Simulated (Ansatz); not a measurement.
# MgZn5O6: the cost of one run

Method: DFT PBE, scalar-relativistic, plane waves, PAW, in Ansatz 0.2.0.

## 1. The structure to begin with

The structure is orthorhombic, space group Cmmm (No. 65). The conventional cell has a = 4.586 Å, b = 13.758 Å, c = 4.586 Å, α = 90.00°, β = 90.00°, γ = 90.00°. Mg (site symmetry mmm) is surrounded by 6 O at 2.29 Å. Zn (site symmetry m2m) is surrounded by 6 O at 2.29 Å. Zn (site symmetry mmm) is surrounded by 6 O at 2.29 Å. Around O (site symmetry mmm) lie 2 Mg at 2.29 Å and 4 Zn at 2.29 Å. Around O (site symmetry m2m) lie 6 Zn at 2.29 Å. O (site symmetry m2m) is surrounded by 5 Zn at 2.29 Å and 1 Mg at 2.29 Å.

Coordinates:

```
Mg Zn O
1.0
     2.29297   -6.87890    0.00000
     2.29297    6.87890    0.00000
     0.00000    0.00000    4.58593
Mg Zn O
1 5 6
Direct
  0.00000 0.00000 0.00000
  0.66667 0.33333 0.00000
  0.33333 0.66667 0.00000
  0.16667 0.83333 0.50000
  0.50000 0.50000 0.50000
  0.83333 0.16667 0.50000
  0.00000 0.00000 0.50000
  0.33333 0.66667 0.50000
  0.66667 0.33333 0.50000
  0.50000 0.50000 0.00000
  0.83333 0.16667 0.00000
  0.16667 0.83333 0.00000
```

The start is an ordering of an alloy on its end members' structure types: elements ordered on the sites of the MgO type, Zn/Mg on Mg (Cmmm, No. 65).

## 2. Probe: one point on a coarse mesh

Contents of input.yaml:

```yaml
crystal:
  lattice:
    - [2.29296517, -6.8788955, 0.0]
    - [2.29296517, 6.8788955, 0.0]
    - [0.0, 0.0, 4.58593034]
  atoms:
    - { symbol: Mg, position: [0.0, 0.0, 0.0] }
    - { symbol: Zn, position: [0.66666667, 0.33333333, 0.0] }
    - { symbol: Zn, position: [0.33333333, 0.66666667, 0.0] }
    - { symbol: Zn, position: [0.16666667, 0.83333333, 0.5] }
    - { symbol: Zn, position: [0.5, 0.5, 0.5] }
    - { symbol: Zn, position: [0.83333333, 0.16666667, 0.5] }
    - { symbol: O, position: [0.0, 0.0, 0.5] }
    - { symbol: O, position: [0.33333333, 0.66666667, 0.5] }
    - { symbol: O, position: [0.66666667, 0.33333333, 0.5] }
    - { symbol: O, position: [0.5, 0.5, 0.0] }
    - { symbol: O, position: [0.83333333, 0.16666667, 0.0] }
    - { symbol: O, position: [0.16666667, 0.83333333, 0.0] }
basis:
  ecutwfc: 420
kpoints:
  mp_grid: { grid: [4, 4, 4] }
hamiltonian:
  xc: pbe
scf:
  occupations: { method: gaussian, width: 0.1 }
  lower_state_search: "off"
output:
  forces: true
  stress: true
  eigenvalues: true
```

On the command line:

```console
$ ansatz run input.yaml --threads 1 --pin off --max-ram 2560MiB --backend cpu --events-out ev --progress --plain --runs-dir out
```

**Question.** How long does this run take on 1 thread of Intel Xeon at 2.50GHz (Skylake/Cascade Lake), shared host, and how much memory does it need?

About 27 s, with a peak of 0.51 GiB.
